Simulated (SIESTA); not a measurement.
Rh under changes of volume

One of the cells (14.078 Å³/atom); the others are scaled copies at fixed shape and fractional positions:

```
Rh
1.0
     2.70957    0.00000    0.00000
    -1.35479    2.34656    0.00000
     0.00000    0.00000    8.85634
Rh
4
Cartesian
  1.3548 0.7822 6.6423
  0.0000 0.0000 4.4282
  0.0000 1.5644 2.2141
  0.0000 0.0000 0.0000
```

This isn't the form of Rh at room conditions, which is fcc.

- Program: SIESTA 5.4.2
- Functional: PBEsol
- Potentials or basis: PseudoDojo 0.4 standard (PBEsol files)
- Basis: DZP (energy shift 0.003 Ry; two zetas on semicore shells)
- Grid cutoff: 800 Ry
- Energy shift: 0.003 Ry
- k mesh: 11 × 11 × 3
- Occupations: fermi-dirac, width 0.05 eV
- Spin: no spin polarisation

```csv
volume (Å³/atom),energy over the lowest point (meV/atom),pressure (GPa)
12.973,38.75,18.9
13.249,13.17,11.1
13.525,0.00,4.6
14.078,?,?
14.354,20.27,-11.4
14.630,43.56,-15.2
```

What does the run at 14.078 Å³/atom give?

Energy over the lowest point 4.34 meV/atom; pressure -6.5 GPa.

Worked out: A Birch-Murnaghan fit of order 3 (a polynomial in V^(-2/3)) to the other rows has its minimum at 13.73 Å³/atom with B0 = V·E''(V) = 286 GPa and B' = 4.9 at fixed shape and positions, which overstates the stiffness. It gives 4.62 meV/atom at 14.078 Å³/atom, against the run's 4.34, and -dE/dV = -6.7 GPa, against -6.5.

Energies are extrapolated to zero smearing.

Caveats: the basis of atomic orbitals isn't converged, which shifts pressures, moduli and gaps.
